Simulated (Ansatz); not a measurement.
Is this Si2W structure a true minimum?

It was relaxed at this level from a cell as deposited in COD.

Computed with DFT PBE, scalar-relativistic, plane waves, PAW (Ansatz). Cutoff 420 eV; k points 20×20×20 on the computed 3-atom cell (Γ-centred); Gaussian smearing, width 0.10 eV; no spin polarisation.

The cell below (3 atoms, space group I4/mmm (No. 139)) is relaxed within its symmetry.

```
Si W
1.0
    -1.61452    1.61452    3.93343
     1.61452   -1.61452    3.93343
     1.61452    1.61452   -3.93343
Si W
2 1
Direct
  0.33453 0.33453 0.00000
  0.66547 0.66547 0.00000
  0.00000 0.00000 0.00000
```

For the test a repeat of it with 6 atoms (edges 3.23, 4.55, 6.45 Å) was strained at random (σ = 1.5 % a component), the atoms were moved at random (σ = 0.05 Å), and all was relaxed again on a coarse 8×8×8 mesh (in the run’s order of axes) with 0.20 eV smearing, with no symmetry imposed.

These runs have no spin–orbit coupling, which can matter for W.

Q: What happens?

A: It returns, within 1 meV/atom of the unmoved cell on that mesh and with the same symmetry when read at 0.1 Å. No instability shows in this cell; modes of other wave vectors, which need another repeat, aren't tested.
